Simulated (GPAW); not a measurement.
# How the form of the self-energy moves the gap of TePb (Fm-3m)

How much does the gap of TePb (Fm-3m) depend on the approximation to the self-energy?

Main program and level: GPAW 26.7.0; PBE and many-body steps on it, plane waves.

**Experimental background.**

- Gap 0.19 eV: direct gap at L; earlier experiment (Expt. column of Table 1); 4 K; bulk crystal (literature value) (quoted in “Electronic band structure of epitaxial PbTe (111) thin films observed by angle-resolved photoemission spectroscopy”, 2017, arxiv:1704.07516).

- Gap 0.32 eV: direct gap at L; earlier experiment (Expt. column of Table 1); 300 K; bulk crystal (literature value) (quoted in “Electronic band structure of epitaxial PbTe (111) thin films observed by angle-resolved photoemission spectroscopy”, 2017, arxiv:1704.07516).

- Gap 0.37 eV: thermally activated gap from Seebeck maximum; Seebeck coefficient maximum; bulk crystal (Bridgman-grown p-type crystal, maximum near 450-500 K) (“Site-Specific Contributions to the Band Inversion in a Topological Crystalline Insulator”, 2015, arxiv:1506.06328).

This is a report of a sequence of runs, with most program output left out.

## (1) Set-up

The structure is cubic, space group Fm-3m (No. 225). The conventional cell has a = 6.462 Å, b = 6.462 Å, c = 6.462 Å, α = 90.00°, β = 90.00°, γ = 90.00°. Te has 6 Pb at 3.23 Å nearest. Nearest to Pb lie 6 Te at 3.23 Å. Farther neighbours and most contacts between anions are not listed.

Structure file:

```xyz
2
Lattice="0.0000 3.2310 3.2310 3.2310 0.0000 3.2310 3.2310 3.2310 0.0000" Properties=species:S:1:pos:R:3 pbc="T T T"
Te    3.2310    3.2310    3.2310
Pb    0.0000    0.0000    0.0000
```

The cell and positions come from the Crystallography Open Database and are kept as given unless a step says otherwise. Spin-orbit coupling is left out unless a step names it.

## (2) Empty states on the mesh, 4×4×4 mesh, 163 bands

This step: GPAW 26.7.0; DFT, PBE, plane waves, PAW.

The sums over transitions need many empty states on a uniform mesh; this step solves for them.

Contents of run.py:

```python
import json
import numpy as np
from gpaw.mpi import world
from gpaw import GPAW

calc = GPAW('gs.gpw').fixed_density(kpts={'size': (4, 4, 4), 'gamma': True},
    parallel={'domain': 1, 'band': 1},
    txt='nscf.txt')
calc.diagonalize_full_hamiltonian(nbands=163)
calc.write('full.gpw', mode='all')
res = {}
kpts = calc.get_ibz_k_points()
res['kpts'] = kpts
res['eigenvalues'] = [calc.get_eigenvalues(kpt=k) for k in range(len(kpts))]
res['n_electrons'] = calc.get_number_of_electrons()

if world.rank == 0:
    with open('result.json', 'w') as f:
        json.dump(res, f, default=lambda x: x.tolist())
```

The run is started by

```sh
> mpirun -n 4 gpaw python run.py
```

The job ended after 11 s (4 MPI ranks of Arm Neoverse V1, shared host; peak memory 1.3 GiB; 43 s of CPU time).

This step gave:

- gap: 0.6927 eV
- k of the valence top: 0.5, 0.5, 0.5
- k of the conduction bottom: 0.5, 0.5, 0.5
- least direct gap: 0.6927 eV
- k points computed: 8
- lowest point of the top converged band, above the valence top: 87.8637 eV

On this mesh the gap is 0.693 eV.

## (3) G0W0, Godby-Needs plasmon pole

G0W0 replaces the xc potential by the self-energy, built once from these orbitals. Only a window of levels is corrected, while the sums run over the empty bands that the input names.

This step: G0W0 on PBE, plane waves, PAW.

Contents of run.py:

```python
import json
import numpy as np
from gpaw.mpi import world
from gpaw.response.g0w0 import G0W0

gw = G0W0('full.gpw',
    filename='gw',
    kpts=[0, 7],
    bands=(8, 12),
    ecut=100,
    nbands=153,
    integrate_gamma='WS',
    ppa=True)
gw.calculate()
res = {mode: {k: v for k, v in r.items() if k != 'sigma_eskwn'}
       for mode, r in gw.all_results.items()}

if world.rank == 0:
    with open('result.json', 'w') as f:
        json.dump(res, f, default=lambda x: x.tolist())
```

The run is started by

```sh
> mpirun -n 4 gpaw python run.py
```

Run time: 41 s. Hardware: 4 MPI ranks; peak memory 1.3 GiB; 2.8 min of CPU time.

Numbers from this step:

```
G0W0 gap on the points computed              : 0.7910 eV
least direct G0W0 gap on the computed points : 0.7910 eV
Z at the valence top                         : 0.7890
Z at the conduction bottom                   : 0.7977
starting gap on the mesh                     : 0.6927 eV
k of the valence top                         : 0.5, 0.5, 0.5
k of the conduction bottom                   : 0.5, 0.5, 0.5
```

The gap on the mesh goes from 0.69 eV to 0.79 eV, a correction of +0.10 eV.

## (4) G0W0, full frequency, Hilbert transform

Changes to run.py since step 3:

```diff
@@ -12,3 +12,5 @@
     integrate_gamma='WS',
-    ppa=True)
+    frequencies={'type': 'nonlinear', 'domega0': 0.1, 'omega2': 15.0},
+    eta=0.1,
+    nblocksmax=True)
 gw.calculate()
```

The run is started by

```sh
> mpirun -n 4 gpaw python run.py
```

Elapsed: 83 s, on 4 MPI ranks; peak memory 1.6 GiB; 5.5 min of CPU time.

Numbers from this step:

```
G0W0 gap on the points computed              : 0.8086 eV
least direct G0W0 gap on the computed points : 0.8086 eV
Z at the valence top                         : 0.7561
Z at the conduction bottom                   : 0.7705
starting gap on the mesh                     : 0.6927 eV
k of the valence top                         : 0.5, 0.5, 0.5
k of the conduction bottom                   : 0.5, 0.5, 0.5
```

Against G0W0 in GPAW (4×4×4 mesh, 153 bands, screening to 100 eV, Godby-Needs plasmon pole), the gap moves by +0.018 eV.

## (5) G0W0, multipole

Changes to run.py since step 4:

```diff
@@ -12,5 +12,3 @@
     integrate_gamma='WS',
-    frequencies={'type': 'nonlinear', 'domega0': 0.1, 'omega2': 15.0},
-    eta=0.1,
-    nblocksmax=True)
+    mpa={'npoles': 4, 'wrange': [0, 40], 'varpi': 20.0, 'eta0': 0.01, 'eta_rest': 1.0, 'alpha': 1})
 gw.calculate()
```

The run is started by

```sh
> mpirun -n 4 gpaw python run.py
```

It took 66 s on 4 MPI ranks; peak memory 1.4 GiB.

This step gave:

```
G0W0 gap on the points computed              : 0.7921 eV
least direct G0W0 gap on the computed points : 0.7921 eV
starting gap on the mesh                     : 0.6927 eV
k of the valence top                         : 0.5, 0.5, 0.5
k of the conduction bottom                   : 0.5, 0.5, 0.5
```

Against G0W0 in GPAW (4×4×4 mesh, 153 bands, screening to 100 eV, Godby-Needs plasmon pole), the gap moves by +0.001 eV.

## (6) The runs together

Times are wall times on 4 MPI ranks of Arm Neoverse V1, shared host, good to a factor of about two.

```
                                    run   mesh  bands  screening cutoff (eV)  DFT gap (eV)  gap on the mesh (eV)  direct (eV)  time
         G0W0, Godby-Needs plasmon pole  4×4×4    153                    100         0.693                 0.791        0.791  41 s
G0W0, full frequency, Hilbert transform  4×4×4    153                    100         0.693                 0.809        0.809  83 s
                        G0W0, multipole  4×4×4    153                    100         0.693                 0.792        0.792  66 s
```

## (7) Summary of results

```yaml
g0w0_godby_needs_plasmon_pole: 0.791 eV
g0w0_full_frequency_hilbert_transform: 0.809 eV
g0w0_multipole: 0.792 eV
known_limits: not at the basis limit; model gap, bands may invert with spin-orbit coupling; no spin-orbit coupling; coarse k mesh
```

What this shows: G0W0, full frequency, Hilbert transform: +0.018 eV against G0W0, Godby-Needs plasmon pole. G0W0, multipole: +0.001 eV against G0W0, Godby-Needs plasmon pole. Against experiment, by G0W0, Godby-Needs plasmon pole: the direct gap of 0.79 eV lies +0.60 eV from the measured 0.19 eV (direct, 4 K, quoted 2017); the direct gap of 0.79 eV lies +0.47 eV from the measured 0.32 eV (direct, 300 K, quoted 2017); the gap of 0.79 eV lies +0.42 eV from the measured 0.37 eV (transport, 2015). An exciton line or allowed optical edge lies below the quasiparticle gap by the binding energy; a forbidden edge can push the onset above it. These are gaps on the mesh, at modest bands and cutoff. The calculation has static nuclei and no excitons; a measured gap holds zero-point and thermal motion, which in such lone-pair compounds can raise it as well as lower it. With atoms this heavy the missing spin-orbit coupling can matter too. Bands and cutoff are finite, so the gap is not at the basis limit. The miss can reach some tenths of an eV and take either sign; the mesh is an error of its own. These stock PAW sets were not made for GW; the filled d or f shell of Te lies in the frozen core, which bears on start and correction. In the G0W0 runs levels were corrected at 2 k points alone, so a gap called «on the mesh» is the least over those, and an edge elsewhere would be missed. The 4×4×4 mesh is coarse for this cell, which bears on the long-range parts of exchange and screening. Where an edge is built on 6p states of lead, bismuth or thallium, scalar-relativistic gaps usually stand too wide, by a few tenths to over one eV. With atoms this heavy and so narrow a gap, spin-orbit coupling can invert the bands. These scalar-relativistic gaps are then model values, not to be set against experiment, and a spin-orbit change taken from DFT can't simply be added.

[Paths, hosts, dates, memory and timing lines, banners, echoed tables and standing remarks are left out of the program output.]

[Logs are printed without paths, hosts, clocks, repeated set-up lines and the standing remarks that a program may print on its own settings, such as how far it seeks lower states.]

[Runs of the session that timed out or met a known fault of the program may be left out.]

[Hosts, paths, dates, database ids (printed as entryN), source tags and the programs' standing remarks are cut or masked in the printed files.]
